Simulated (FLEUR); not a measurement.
ZrC: equation of state with AM05

ZrC:

```xyz
2
Lattice="0.0000 2.3650 2.3650 2.3650 0.0000 2.3650 2.3650 2.3650 0.0000" Properties=species:S:1:pos:R:3 pbc="T T T"
Zr    2.3650    2.3650    2.3650
C     0.0000    0.0000    0.0000
```

```json
{"Program": "FLEUR MaX-R8.1 (later development tree)", "Task": "equation of state", "Functional": "AM05", "Potentials or basis": "all-electron", "Basis": "FLAPW", "Kmax": "4.56 1/bohr", "k mesh": "10 × 10 × 10", "Occupations": "fermi-dirac, width 0.05 eV", "Spin": "no spin polarisation"}
```

```json
{"Equilibrium volume": "12.68 Å³/atom", "Bulk modulus": "236 GPa", "Pressure derivative of the bulk modulus": "4.1 (rough: it moves with the points fitted)"}
```

Energy against volume, from the lowest point:
```csv
volume (Å³/atom),energy (meV/atom)
12.434,3.71
12.699,0.00
13.228,16.12
13.757,58.45
14.022,87.89
```
